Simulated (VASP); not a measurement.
# BaO (Fm-3m) in VASP: settings compared

Aim: see how the results for BaO move with the level of theory and the settings. Levels: PBEsol, RPBE. Tasks: relaxation of cell and atoms.

Program: VASP 6.6.1. These are calculated values, not measurements. Logs are shortened: lines on timing, memory, paths and dates and some standing lists are left out, and cuts for length are marked.

**1. The crystal as given**

The structure is cubic, space group Fm-3m (No. 225). The conventional cell has a = 5.581 Å, b = 5.581 Å, c = 5.581 Å, α = 90.00°, β = 90.00°, γ = 90.00°. Around Ba (site symmetry m-3m) lie 6 O at 2.79 Å. Around O (site symmetry m-3m) lie 6 Ba at 2.79 Å.

The cell is a database's computed one.

**2. Relaxation of cell and atoms, PBEsol**

INCAR reads:

```
SYSTEM = BaO
ALGO = Normal ; EDIFF = 1E-7
EDIFFG = -0.005 ; ENCUT = 480
GGA = PS ; IBRION = 2
ISIF = 3 ; ISMEAR = 0
LASPH = .True. ; LCHARG = .False.
LREAL = .False. ; LWAVE = .False.
NELM = 100 ; NSW = 90
PREC = Accurate ; SIGMA = 0.02
```

KPOINTS reads:

```
k-points
0
Gamma
  8 8 8
  0 0 0
```

POSCAR reads:

```
BaO
1.0
    0.0000000000      2.7903917100      2.7903917100
    2.7903917100      0.0000000000      2.7903917100
    2.7903917100      2.7903917100      0.0000000000
Ba O
1 1
Direct
    0.0000000000      0.0000000000      0.0000000000
    0.5000000000      0.5000000000      0.5000000000
```

Potentials or basis: VASP PAW PBE potentials, release 64 (Ba_sv, O_s).

On the command line:

```sh
> cat potpaw_PBE.64/Ba_sv/POTCAR potpaw_PBE.64/O_s/POTCAR > POTCAR
> mpirun -np 1 vasp_std > vasp.out
```

OUTCAR:

```text
SYSTEM = BaO
   EDIFF = 1E-7
   EDIFFG = -0.005
   ENCUT = 480
   GGA = PS
   IBRION = 2
   ISIF = 3
   ISMEAR = 0
   LASPH = .True.
   LREAL = .False.
   NELM = 100
   NSW = 90
   PREC = Accurate

 ion  position               nearest neighbor table
   1  0.000  0.000  0.000-   2 2.79   2 2.79   2 2.79   2 2.79   2 2.79   2 2.79
   2  0.500  0.500  0.500-   1 2.79   1 2.79   1 2.79   1 2.79   1 2.79   1 2.79

  LATTYP: Found a face centered cubic cell.
 ALAT       =     5.5807834200

  Lattice vectors:

 A1 = (   0.0000000000,   2.7903917100,   2.7903917100)
 A2 = (   2.7903917100,   0.0000000000,   2.7903917100)
 A3 = (   2.7903917100,   2.7903917100,   0.0000000000)

Analysis of symmetry for initial positions (statically):
=====================================================================
 Subroutine PRICEL returns:
 Original cell was already a primitive cell.

 Routine SETGRP: Setting up the symmetry group for a
 face centered cubic supercell.

 Subroutine GETGRP returns: Found 48 space group operations
 (whereof 48 operations were pure point group operations)
 out of a pool of 48 trial point group operations.

The static configuration has the point symmetry O_h .

Analysis of symmetry for dynamics (positions and initial velocities):
=====================================================================
 Subroutine PRICEL returns:
 Original cell was already a primitive cell.

 Routine SETGRP: Setting up the symmetry group for a
 face centered cubic supercell.

 Subroutine GETGRP returns: Found 48 space group operations
 (whereof 48 operations were pure point group operations)
 out of a pool of 48 trial point group operations.

The dynamic configuration has the point symmetry O_h .

 Subroutine INISYM returns: Found 48 space group operations
 (whereof 48 operations are pure point group operations),
 and found     1 'primitive' translations

----------------------------------------------------------------------------------------

                                     Primitive cell

  volume of cell :      43.4536

  direct lattice vectors                    reciprocal lattice vectors
     0.000000000  2.790391710  2.790391710    -0.179186312  0.179186312  0.179186312
     2.790391710  0.000000000  2.790391710     0.179186312 -0.179186312  0.179186312
     2.790391710  2.790391710  0.000000000     0.179186312  0.179186312 -0.179186312

  length of vectors
     3.946209801  3.946209801  3.946209801     0.310359797  0.310359797  0.310359797

  position of ions in fractional coordinates (direct lattice)
     0.000000000  0.000000000  0.000000000
[... 103 lines left out ...]
   GGA     = PS    functional components
   LHFCALC =     F    Hartree Fock is set to
   AEXX    =    0.0000 exact exchange contribution
   IVDW    =     0    specifies the selected vdW correction
   LEPSILON=     F    determine dielectric tensor
   LRPA    =     F    only Hartree local field effects (RPA)
 conjugate gradient relaxation of ions
 non-spin polarized calculation
 Gauss-broadening in eV      SIGMA  =   0.02
  energy-cutoff  :      480.00
  volume of cell :       43.45
 maximum number of plane-waves:      1056
   NGX = 15   NGY = 15   NGZ = 15

--------------------------------------- Ionic step        1  -------------------------------------------

 number of electron      16.0000003 magnetization

 Free energy of the ion-electron system (eV)
  ---------------------------------------------------
  ext. energy  EPLUGINS =         0.00000000
  ---------------------------------------------------
  free energy    TOTEN  =       -12.39478370 eV

  energy without entropy =      -12.39478370  energy(sigma->0) =      -12.39478370

------------------------ aborting loop because EDIFF is reached ----------------------------------------

  FORCE on cell =-STRESS in cart. coord.  units (eV):
  Direction    XX          YY          ZZ          XY          YZ          ZX
  --------------------------------------------------------------------------------------
  -------------------------------------------------------------------------------------
  Total       -0.5135757     -0.5135757     -0.5135757      0.0000000      0.0000000     -0.0000000
  in kB      -18.9360567    -18.9360567    -18.9360567      0.0000000      0.0000000     -0.0000000
  external PRESSURE =     -18.9360567 kB  Pullay stress =       0.0000000 kB
[... 59 lines left out ...]
--------------------------------------- Ionic step        3  -------------------------------------------

 number of electron      16.0000003 magnetization

 Free energy of the ion-electron system (eV)
  ---------------------------------------------------
  ext. energy  EPLUGINS =         0.00000000
  ---------------------------------------------------
  free energy    TOTEN  =       -12.40154835 eV

  energy without entropy =      -12.40154835  energy(sigma->0) =      -12.40154835

 E-fermi :   1.9745     XC(G=0):  -9.8727

 val. band max:        1.8600229511   @ k =   0.5000   0.5000   0.0000
 cond. band min:       3.7194936363   @ k =   0.5000   0.5000   0.0000
 fundamental gap:      1.8594706852
 Fermi energy:         1.9744832087

 k-point     1 :       0.0000    0.0000    0.0000
  band No.  band energies     occupation
      1     -23.9798      2.00000
      2     -13.0727      2.00000
      3      -8.4622      2.00000
      4      -8.4622      2.00000
      5      -8.4622      2.00000
      6       1.4980      2.00000
      7       1.4980      2.00000
      8       1.4980      2.00000
      9       5.2426      0.00000
     10       6.4951      0.00000
     11       6.4951      0.00000
     12       6.4951      0.00000
[... 331 lines left out ...]
 k-point    24 :      -0.3750    0.2500    0.1250
  band No.  band energies     occupation
      1     -23.6756      2.00000
      2     -13.6549      2.00000
      3      -9.1091      2.00000
      4      -9.1074      2.00000
      5      -8.5745      2.00000
      6       0.2720      2.00000
      7       0.9023      2.00000
      8       0.9721      2.00000
      9       6.6400      0.00000
     10       7.2470      0.00000
     11       9.6949      0.00000
     12       9.7296      0.00000

 [... further k-points ...]

------------------------ aborting loop because EDIFF is reached ----------------------------------------

  FORCE on cell =-STRESS in cart. coord.  units (eV):
  Direction    XX          YY          ZZ          XY          YZ          ZX
  --------------------------------------------------------------------------------------
  -------------------------------------------------------------------------------------
  Total        0.0001712      0.0001712      0.0001712      0.0000000     -0.0000000      0.0000000
  in kB        0.0064804      0.0064804      0.0064804      0.0000000     -0.0000000      0.0000000
  external PRESSURE =       0.0064804 kB  Pullay stress =       0.0000000 kB
[... 17 lines left out ...]
  FREE ENERGIE OF THE ION-ELECTRON SYSTEM (eV)
  ---------------------------------------------------
  free  energy   TOTEN  =       -12.4015483454 eV

  energy  without entropy=      -12.4015483454  energy(sigma->0) =      -12.40154835

 reached required accuracy - stopping structural energy minimisation
```

OSZICAR:

```text
N       E                     dE             d eps       ncg     rms          rms(c)
DAV:   1     0.945883477330E+02    0.94588E+02   -0.74535E+03   696   0.115E+03
DAV:   2    -0.104005614172E+02   -0.10499E+03   -0.96258E+02   916   0.269E+02
DAV:   3    -0.147066191282E+02   -0.43061E+01   -0.42772E+01   892   0.541E+01
DAV:   4    -0.147628739940E+02   -0.56255E-01   -0.56215E-01   800   0.653E+00
[... 27 lines left out ...]
DAV:   5    -0.124015334032E+02   -0.22005E-04   -0.42232E-05   804   0.751E-02    0.554E-02
DAV:   6    -0.124015484837E+02   -0.15081E-04   -0.19393E-05  1120   0.410E-02    0.696E-03
DAV:   7    -0.124015486849E+02   -0.20116E-06   -0.11283E-06   788   0.913E-03    0.339E-03
DAV:   8    -0.124015483294E+02    0.35554E-06   -0.13855E-07   612   0.442E-03    0.303E-04
DAV:   9    -0.124015483454E+02   -0.16070E-07   -0.14718E-08   368   0.109E-03
   3 F= -.12401548E+02 E0= -.12401548E+02  d E =-.676464E-02
```

It took 20 s on 1 thread of Intel Xeon Platinum 8559C (Emerald Rapids), shared host; peak memory 0.17 GiB.

Results:

```
Free energy                            : -12.4015 eV
Relaxed volume                         : 21.17 Å³/atom
Relaxed cell                           : a = 3.912 Å, b = 3.912 Å, c = 3.912 Å, α = 60.00°, β = 60.00°, γ = 60.00°
Space group after relaxing (to 0.05 Å) : Fm-3m (No. 225)
Energy gained by relaxing              : 3.4 meV/atom
Ionic steps                            : 3
Pressure after relaxing                : 0.0 GPa
Band gap on the k mesh                 : 1.86 eV, direct
```

The path:
| step | energy change (eV) | largest force (eV/Å) | pressure (GPa) | volume (Å³) |
| --- | --- | --- | --- | --- |
| 1 | 0.0000 | 0.0000 | -1.89 | 43.45 |
| 2 | -0.0054 | 0.0000 | 0.90 | 41.86 |
| 3 | -0.0068 | 0.0000 | 0.00 | 42.34 |

Final structure:
```
CELL_PARAMETERS angstrom
0.00000 2.76627 2.76627
2.76627 0.00000 2.76627
2.76627 2.76627 0.00000
ATOMIC_POSITIONS crystal
Ba 0.00000 0.00000 0.00000
O 0.50000 0.50000 0.50000
```

Levels at points of the mesh, in eV from the valence-band top:
```
           k point  band 4  band 5  band 6  band 7  band 8  band 9  band 10  band 11  band 12
(0.00, 0.00, 0.00)  -10.32  -10.32   -0.36   -0.36   -0.36    3.38     4.64     4.64     4.64
(0.50, 0.00, 0.00)  -10.45  -10.45   -2.07   -1.52   -1.52    4.87     7.16     7.16     8.03
(0.50, 0.50, 0.00)  -10.93  -10.93   -0.17   -0.17    0.00    1.86     5.94     8.92     9.24
```

Caveat: the PAW data sets were made with another functional, which shifts forces and pressure a little; spin-orbit coupling is left out, which moves the levels of the heavy elements.

**3. Relaxation of cell and atoms, RPBE**

Changes to INCAR since step 2:

```diff
@@ -2,4 +2,4 @@
 ALGO = Normal ; EDIFF = 1E-7
-EDIFFG = -0.005 ; ENCUT = 480
-GGA = PS ; IBRION = 2
+EDIFFG = -0.005 ; ENCUT = 600
+GGA = RP ; IBRION = 2
 ISIF = 3 ; ISMEAR = 0
```

KPOINTS is that of step 2.

POSCAR is that of step 2.

Potentials or basis: VASP PAW PBE potentials, release 64 (Ba_sv, O).

On the command line:

```sh
> cat potpaw_PBE.64/Ba_sv/POTCAR potpaw_PBE.64/O/POTCAR > POTCAR
> mpirun -np 1 vasp_std > vasp.out
```

It took 26 s on 1 thread of Intel Xeon Platinum 8559C (Emerald Rapids), shared host; peak memory 0.18 GiB.

Results (log left out):

| Quantity | Value |
| --- | --- |
| Free energy | -11.1412 eV |
| Relaxed volume | 22.90 Å³/atom |
| Relaxed cell | a = 4.016 Å, b = 4.016 Å, c = 4.016 Å, α = 60.00°, β = 60.00°, γ = 60.00° |
| Space group after relaxing (to 0.05 Å) | Fm-3m (No. 225) |
| Energy gained by relaxing | 12.5 meV/atom |
| Ionic steps | 3 |
| Pressure after relaxing | 0.0 GPa |
| Band gap on the k mesh | 2.31 eV, direct |

Step by step:
```tsv
step	energy change (eV)	largest force (eV/Å)	pressure (GPa)	volume (Å³)
1	0.0000	0.0000	3.60	43.45
2	-0.0226	0.0000	-0.99	46.59
3	-0.0250	0.0000	0.01	45.80
```

Final structure:
```
Ba O
1.0
     0.00000    2.83968    2.83968
     2.83968    0.00000    2.83968
     2.83968    2.83968    0.00000
Ba O
1 1
Direct
  0.00000 0.00000 0.00000
  0.50000 0.50000 0.50000
```

Levels at points of the mesh, in eV from the valence-band top:
```
           k point  band 5  band 6  band 7  band 8  band 9  band 10  band 11  band 12
(0.00, 0.00, 0.00)  -10.69   -0.16   -0.16   -0.16    3.43     4.75     4.75     4.75
(0.50, 0.00, 0.00)  -10.79   -1.67   -1.15   -1.15    4.92     6.94     6.94     7.95
(0.50, 0.50, 0.00)  -11.14   -0.05   -0.05    0.00    2.31     5.71     8.49     9.13
```

Caveat: the PAW data sets were made with another functional, which shifts forces and pressure a little; spin-orbit coupling is left out, which moves the levels of the heavy elements. A hybrid or GW would open this gap; RPBE tends to underestimate it.
